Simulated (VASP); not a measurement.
# CoO (Fm-3m) in VASP: further runs, part 2 of 3

VASP 6.6.1. Earlier steps stand in the parts before.

### Step 4. Optical spectrum, PBE, collinear spin, ferromagnetic start

Contents of INCAR:

```
SYSTEM = CoO
PREC = Accurate
ENCUT = 520
EDIFF = 1E-6
ISMEAR = 0
SIGMA = 0.02
LREAL = .FALSE.
LASPH = .TRUE.
NELM = 150
ALGO = Fast
ISIF = 2
LWAVE = .FALSE.
LCHARG = .FALSE.
ISPIN = 2
MAGMOM = 2 0
LORBIT = 11
LMAXMIX = 4
GGA = PE
LOPTICS = .TRUE.
NBANDS = 40
NEDOS = 2000
CSHIFT = 0.1
```

Contents of KPOINTS:

```
Automatic mesh
0
G
  11 11 11
  0 0 0
```

Contents of POSCAR:

```
CoO
1.0
    0.0000000000      2.1315000000      2.1315000000
    2.1315000000      0.0000000000      2.1315000000
    2.1315000000      2.1315000000      0.0000000000
Co O
1 1
Direct
    0.0000000000      0.0000000000      0.0000000000
    0.5000000000      0.5000000000      0.5000000000
```

Potentials or basis: VASP PAW PBE potentials, release 64 (Co, O).

On the command line:

```sh
cat potpaw_PBE.64/Co/POTCAR potpaw_PBE.64/O/POTCAR > POTCAR
mpirun -np 1 vasp_std > vasp.out
```

OUTCAR:

```text
SYSTEM = CoO
   PREC = Accurate
   ENCUT = 520
   EDIFF = 1E-6
   ISMEAR = 0
   LREAL = .FALSE.
   LASPH = .TRUE.
   NELM = 150
   ISIF = 2
   ISPIN = 2
   LORBIT = 11
   GGA = PE

 ion  position               nearest neighbor table
   1  0.000  0.000  0.000-   2 2.13   2 2.13   2 2.13   2 2.13   2 2.13   2 2.13
   2  0.500  0.500  0.500-   1 2.13   1 2.13   1 2.13   1 2.13   1 2.13   1 2.13

  LATTYP: Found a face centered cubic cell.
 ALAT       =     4.2630000000

  Lattice vectors:

 A1 = (   0.0000000000,   2.1315000000,   2.1315000000)
 A2 = (   2.1315000000,   0.0000000000,   2.1315000000)
 A3 = (   2.1315000000,   2.1315000000,   0.0000000000)

Analysis of symmetry for initial positions (statically):
=====================================================================
 Subroutine PRICEL returns:
 Original cell was already a primitive cell.

 Routine SETGRP: Setting up the symmetry group for a
 face centered cubic supercell.

 Subroutine GETGRP returns: Found 48 space group operations
 (whereof 48 operations were pure point group operations)
 out of a pool of 48 trial point group operations.

The static configuration has the point symmetry O_h .

Analysis of symmetry for dynamics (positions and initial velocities):
=====================================================================
 Subroutine PRICEL returns:
 Original cell was already a primitive cell.

 Routine SETGRP: Setting up the symmetry group for a
 face centered cubic supercell.

 Subroutine GETGRP returns: Found 48 space group operations
 (whereof 48 operations were pure point group operations)
 out of a pool of 48 trial point group operations.

The dynamic configuration has the point symmetry O_h .

Analysis of structural, dynamic, and magnetic symmetry:
=====================================================================
 Subroutine PRICEL returns:
 Original cell was already a primitive cell.

 Routine SETGRP: Setting up the symmetry group for a
 face centered cubic supercell.

 Subroutine GETGRP returns: Found 48 space group operations
 (whereof 48 operations were pure point group operations)
 out of a pool of 48 trial point group operations.

The overall configuration has the point symmetry O_h .

 Subroutine INISYM returns: Found 48 space group operations
 (whereof 48 operations are pure point group operations),
[... 1214 lines left out ...]

 [... further k-points ...]

 [bands above 19 left out]

------------------------ aborting loop because EDIFF is reached ----------------------------------------

  FORCE on cell =-STRESS in cart. coord.  units (eV):
  Direction    XX          YY          ZZ          XY          YZ          ZX
  --------------------------------------------------------------------------------------
  -------------------------------------------------------------------------------------
  Total       -0.2769063     -0.2769063     -0.2769063     -0.0000000      0.0000000      0.0000000
  in kB      -22.9064283    -22.9064283    -22.9064283     -0.0000000      0.0000000      0.0000000
  external PRESSURE =     -22.9064283 kB  Pullay stress =       0.0000000 kB

 VOLUME and BASIS-vectors are now :
 -----------------------------------------------------------------------------
  energy-cutoff  :      520.00
  volume of cell :       19.37
      direct lattice vectors                 reciprocal lattice vectors
     0.000000000  2.131500000  2.131500000    -0.234576589  0.234576589  0.234576589
     2.131500000  0.000000000  2.131500000     0.234576589 -0.234576589  0.234576589
     2.131500000  2.131500000  0.000000000     0.234576589  0.234576589 -0.234576589

 POSITION                                       TOTAL-FORCE (eV/Angst)
 -----------------------------------------------------------------------------------
      0.00000      0.00000      0.00000         0.000000      0.000000      0.000000
      2.13150      2.13150      2.13150        -0.000000     -0.000000      0.000000
 -----------------------------------------------------------------------------------
    total drift:                                0.000000     -0.000000     -0.000000

  FREE ENERGIE OF THE ION-ELECTRON SYSTEM (eV)
  ---------------------------------------------------
  free  energy   TOTEN  =       -13.0456493385 eV

  energy  without entropy=      -13.0447053433  energy(sigma->0) =      -13.04517734

 electrical conductivity sigma (Mega S m-1) (frequency dependency in vasprun.xml)
  --------------------------------------------------------------------------------------
       0.013       0.000      -0.000
       0.000       0.013       0.000
       0.000       0.000       0.013

  frequency dependent IMAGINARY DIELECTRIC FUNCTION (independent particle, no local field effects) density-density
     E(ev)      X         Y         Z        XY        YZ        ZX
  --------------------------------------------------------------------------------------------------------------
     0.00000     0.00000     0.00000     0.00000     0.00000     0.00000     0.00000
     1.14866     5.39386     5.39386     5.39386    -0.00000    -0.00000    -0.00000
     2.29732     1.50684     1.50684     1.50684    -0.00000    -0.00000    -0.00000
     3.44598     2.20630     2.20630     2.20630     0.00000     0.00000    -0.00000
     4.59464     4.97759     4.97759     4.97759    -0.00000    -0.00000     0.00000
     5.74330     5.59691     5.59691     5.59691    -0.00000     0.00000     0.00000
[... 92 lines left out ...]
   112.56862     0.00015     0.00015     0.00015    -0.00000    -0.00000    -0.00000
   113.71728     0.00014     0.00014     0.00014    -0.00000    -0.00000    -0.00000

  frequency dependent      REAL DIELECTRIC FUNCTION (independent particle, no local field effects) density-density
     E(ev)        X           Y           Z          XY          YZ          ZX
  --------------------------------------------------------------------------------------------------------------
     0.00000   115.72242   115.72242   115.72242    -0.00000    -0.00000    -0.00000
     1.14866     0.20176     0.20176     0.20176     0.00000     0.00000     0.00000
     2.29732     3.94889     3.94889     3.94889     0.00000     0.00000     0.00000
     3.44598     5.98148     5.98148     5.98148     0.00000     0.00000     0.00000
     4.59464     5.58111     5.58111     5.58111    -0.00000     0.00000    -0.00000
     5.74330     2.13347     2.13347     2.13347     0.00000     0.00000     0.00000
[... 92 lines left out ...]
   112.56862     0.92901     0.92901     0.92901    -0.00000    -0.00000     0.00000
   113.71728     0.93067     0.93067     0.93067    -0.00000    -0.00000     0.00000

  frequency dependent IMAGINARY DIELECTRIC FUNCTION (independent particle, no local field effects) current-current
     E(ev)      X         Y         Z        XY        YZ        ZX
  --------------------------------------------------------------------------------------------------------------
     0.00000   237.73327   237.73327   237.73327     0.00000     0.00000    -0.00000
     1.14866     5.21765     5.21765     5.21765    -0.00000    -0.00000     0.00000
     2.29732     1.76039     1.76039     1.76039     0.00000     0.00000    -0.00000
     3.44598     2.49410     2.49410     2.49410    -0.00000    -0.00000     0.00000
     4.59464     5.17670     5.17670     5.17670     0.00000     0.00000     0.00000
     5.74330     5.63608     5.63608     5.63608     0.00000     0.00000    -0.00000
[... 92 lines left out ...]
   112.56862     0.00002     0.00002     0.00002     0.00000     0.00000     0.00000
   113.71728     0.00002     0.00002     0.00002     0.00000     0.00000     0.00000

  frequency dependent      REAL DIELECTRIC FUNCTION (independent particle, no local field effects) current-current
     E(ev)        X           Y           Z          XY          YZ          ZX
  --------------------------------------------------------------------------------------------------------------
     0.00000    12.45066    12.45066    12.45066    -0.00000    -0.00000     0.00000
     1.14866     0.19299     0.19299     0.19299    -0.00000    -0.00000     0.00000
     2.29732     4.04318     4.04318     4.04318    -0.00000    -0.00000     0.00000
     3.44598     5.95156     5.95156     5.95156     0.00000     0.00000    -0.00000
     4.59464     5.42082     5.42082     5.42082    -0.00000    -0.00000    -0.00000
     5.74330     1.97655     1.97655     1.97655     0.00000     0.00000     0.00000
[... 92 lines left out ...]
   112.56862     0.92911     0.92911     0.92911    -0.00000    -0.00000     0.00000
   113.71728     0.93076     0.93076     0.93076    -0.00000    -0.00000     0.00000

 total charge

# of ion       s       p       d       tot
------------------------------------------
    1        0.293   0.355   7.141   7.788
    2        1.556   3.422   0.000   4.978
--------------------------------------------------
tot          1.849   3.777   7.141  12.767

 magnetization (x)

# of ion       s       p       d       tot
------------------------------------------
    1        0.021   0.018   2.532   2.571
    2        0.029   0.277   0.000   0.306
--------------------------------------------------
tot          0.049   0.295   2.532   2.876
```

OSZICAR:

```text
N       E                     dE             d eps       ncg     rms          rms(c)
DAV:   1     0.952721102797E+02    0.95272E+02   -0.46652E+03 10296   0.431E+02
DAV:   2    -0.792427973247E+01   -0.10320E+03   -0.88769E+02  9280   0.140E+02
DAV:   3    -0.153807859246E+02   -0.74565E+01   -0.69065E+01 11264   0.343E+01
DAV:   4    -0.154452521738E+02   -0.64466E-01   -0.64402E-01 10592   0.315E+00
DAV:   5    -0.154453583560E+02   -0.10618E-03   -0.10618E-03 10704   0.128E-01    0.169E+01
RMM:   6    -0.144213426634E+02    0.10240E+01   -0.11106E+00 12417   0.490E+00    0.208E+01
RMM:   7    -0.132136947521E+02    0.12076E+01   -0.18966E-01 12014   0.191E+00    0.832E+00
RMM:   8    -0.130568850789E+02    0.15681E+00   -0.70828E-03 12973   0.381E-01    0.420E+00
RMM:   9    -0.130729424051E+02   -0.16057E-01   -0.76445E-03 12790   0.398E-01    0.317E+00
RMM:  10    -0.130468763581E+02    0.26066E-01   -0.52862E-03 12406   0.325E-01    0.484E-01
RMM:  11    -0.130456053932E+02    0.12710E-02   -0.81830E-04 12570   0.127E-01    0.105E-01
RMM:  12    -0.130456381035E+02   -0.32710E-04   -0.56954E-05 12630   0.362E-02    0.647E-02
RMM:  13    -0.130456584237E+02   -0.20320E-04   -0.16881E-05 12892   0.195E-02    0.528E-02
RMM:  14    -0.130456503238E+02    0.81000E-05   -0.22927E-06 12859   0.694E-03    0.120E-02
RMM:  15    -0.130456489739E+02    0.13499E-05   -0.51680E-07 11629   0.321E-03    0.422E-03
RMM:  16    -0.130456493385E+02   -0.36460E-06   -0.92416E-08  9219   0.134E-03
   1 F= -.13045649E+02 E0= -.13045177E+02  d E =-.943995E-03  mag=     2.9277
 imaginary and real dielectric function
```

It took 37 s on 1 thread of Intel Xeon 6975P-C (Granite Rapids), shared host; peak memory 0.23 GiB.

What came out:

```yaml
Free_energy: -13.0456 eV
Pressure: -2.3 GPa
Band_gap_on_the_k_mesh: none (metal or under the smearing width)
Net_moment: 2.93 μB per cell
Site_moments: Co +2.57; O +0.31 μB
Valence_electrons_inside_the_program's_atomic_spheres: Co 7.79; O 4.98
```

Dielectric function (mean over the directions given):
| energy (eV) | real part | imaginary part |
| --- | --- | --- |
| 0.29 | 7.37 | 52.59 |
| 1.32 | 1.36 | 4.03 |
| 2.35 | 4.26 | 1.47 |
| 3.39 | 6.12 | 2.37 |
| 4.42 | 4.91 | 5.42 |
| 5.46 | 2.54 | 6.49 |
| 6.49 | 1.42 | 5.12 |
| 7.52 | 0.66 | 2.34 |
| 8.56 | 1.25 | 2.15 |
| 9.59 | 2.14 | 1.97 |
| 10.63 | 2.33 | 2.69 |
| 11.66 | 1.51 | 3.65 |
| 12.69 | 0.91 | 3.36 |
| 13.73 | 1.16 | 2.16 |
| 14.76 | 1.01 | 3.28 |
| 15.79 | 0.87 | 2.73 |
| 16.83 | -0.79 | 2.17 |
| 17.86 | -0.58 | 1.36 |
| 18.90 | -0.10 | 1.09 |
| 19.99 | -0.22 | 1.37 |

Caveat: spectra need much finer meshes, so this one isn't converged; independent-particle spectra lack excitons; the intraband (Drude) part of a metal's response may be missing; a cell with one magnetic atom can't hold antiferromagnetic order, which such compounds often take; semilocal functionals often make such compounds metallic where correlation or magnetic order opens a gap, which also shifts bond lengths.

### Step 5. Density of states, PBE, collinear spin, ferromagnetic start

POSCAR is that of step 4.

Contents of INCAR.step1:

```
PREC = Accurate ; ENCUT = 520
EDIFF = 1E-6 ; ISMEAR = 0
SIGMA = 0.02 ; LREAL = F
LASPH = T ; NELM = 150
ALGO = Normal ; ISIF = 2
LWAVE = F ; LCHARG = T
ISPIN = 2 ; MAGMOM = 2 0
LMAXMIX = 4 ; GGA = PE
```

Contents of KPOINTS.step1:

```
regular mesh
0
Gamma
  11 11 11
```

Contents of INCAR.step2:

```
PREC = Accurate ; ENCUT = 520
EDIFF = 1E-6 ; ISMEAR = -5
SIGMA = 0.02 ; LREAL = F
LASPH = T ; NELM = 150
ALGO = Normal ; ISIF = 2
LWAVE = F ; LCHARG = F
ISPIN = 2 ; MAGMOM = 2 0
LORBIT = 11 ; LMAXMIX = 4
GGA = PE ; NEDOS = 1001
ICHARG = 11
```

Contents of KPOINTS.step2:

```
regular mesh
0
Gamma
  17 17 17
```

On the command line:

```sh
cat potpaw_PBE.64/Co/POTCAR potpaw_PBE.64/O/POTCAR > POTCAR
cp INCAR.step1 INCAR
cp KPOINTS.step1 KPOINTS
mpirun -np 1 vasp_std > vasp.out
cp INCAR.step2 INCAR
cp KPOINTS.step2 KPOINTS
mpirun -np 1 vasp_std > vasp.out
```

Run time: 23 s. Hardware: 1 thread of Intel Xeon 6975P-C (Granite Rapids), shared host; peak memory 0.19 GiB.

Results (log left out):

```yaml
Net_moment: 2.93 μB per cell
Site_moments: Co +2.60; O +0.31 μB
Valence_electrons_inside_the_program's_atomic_spheres: Co 7.78; O 4.99
```

Levels at points of the mesh, in eV from the Fermi level:
Spin up:
```tsv
k point	band 6	band 7	band 8	band 9	band 10	band 11	band 12
(0.00, 0.00, 0.00)	-3.10	-3.07	-3.07	-3.07	1.00	16.86	18.13
```
Spin down:
| k point | band 3 | band 4 | band 5 | band 6 | band 7 | band 8 | band 9 | band 10 |
| --- | --- | --- | --- | --- | --- | --- | --- | --- |
| (0.00, 0.00, 0.00) | -2.53 | -2.53 | -1.09 | -1.09 | -1.09 | 0.07 | 0.07 | 1.54 |

States per cell in windows of 0.5 eV (zero at the Fermi level; states under -8 eV left out):
```tsv
from (eV)	up	down	Co1_d_up	Co1_d_down	O2_p_up	O2_p_down	Co1_s_up	Co1_s_down
-8.0	0.11	0.00	0.01	0.00	0.04	0.00	0.02	0.00
-7.5	0.35	0.09	0.06	0.01	0.14	0.03	0.04	0.01
-7.0	0.40	0.21	0.06	0.02	0.17	0.08	0.03	0.03
-6.5	0.27	0.52	0.06	0.04	0.11	0.23	0.01	0.04
-6.0	1.02	0.14	0.39	0.01	0.39	0.06	0.01	0.01
-5.5	0.46	0.28	0.16	0.04	0.18	0.13	0.00	0.01
-5.0	0.30	0.56	0.10	0.12	0.13	0.28	0.00	0.01
-4.5	0.11	0.82	0.04	0.18	0.05	0.43	0.00	0.00
-4.0	0.05	0.31	0.03	0.05	0.01	0.18	0.00	0.00
-3.5	0.23	0.09	0.20	0.01	0.02	0.05	0.00	0.00
-3.0	1.09	0.03	1.00	0.00	0.03	0.02	0.00	0.00
-2.5	1.26	0.01	1.13	0.01	0.07	0.00	0.01	0.00
-2.0	1.35	0.08	1.05	0.07	0.19	0.00	0.02	0.00
-1.5	0.41	0.22	0.25	0.18	0.11	0.01	0.00	0.00
-1.0	0.38	0.51	0.22	0.44	0.12	0.03	0.00	0.00
-0.5	0.35	1.24	0.19	1.13	0.13	0.06	0.00	0.00
0.0	0.01	1.06	0.01	0.97	0.01	0.05	0.00	0.01
0.5	0.00	0.38	0.00	0.33	0.00	0.02	0.00	0.00
1.0	0.00	0.61	0.00	0.51	0.00	0.04	0.00	0.01
1.5	0.01	0.47	0.00	0.36	0.00	0.06	0.00	0.01
2.0	0.01	0.37	0.00	0.27	0.00	0.07	0.00	0.00
2.5	0.02	0.13	0.00	0.09	0.00	0.03	0.00	0.00
3.0	0.02	0.01	0.00	0.00	0.01	0.00	0.01	0.00
3.5	0.03	0.02	0.00	0.00	0.01	0.00	0.01	0.00
4.0	0.04	0.03	0.00	0.00	0.01	0.01	0.01	0.01
4.5	0.06	0.04	0.00	0.00	0.01	0.01	0.01	0.01
5.0	0.10	0.06	0.00	0.00	0.02	0.01	0.01	0.01
5.5	0.11	0.09	0.00	0.00	0.02	0.02	0.02	0.01
6.0	0.17	0.10	0.00	0.01	0.03	0.02	0.05	0.01
6.5	0.15	0.14	0.00	0.01	0.03	0.03	0.04	0.03
7.0	0.13	0.16	0.00	0.01	0.02	0.03	0.04	0.04
7.5	0.10	0.12	0.00	0.00	0.02	0.02	0.03	0.03
```

Caveat: a cell with one magnetic atom can't hold antiferromagnetic order, which such compounds often take; semilocal functionals often make such compounds metallic where correlation or magnetic order opens a gap, which also shifts bond lengths; tetrahedron occupations give inexact forces and stress in metals.

[end of part 2 of 3]
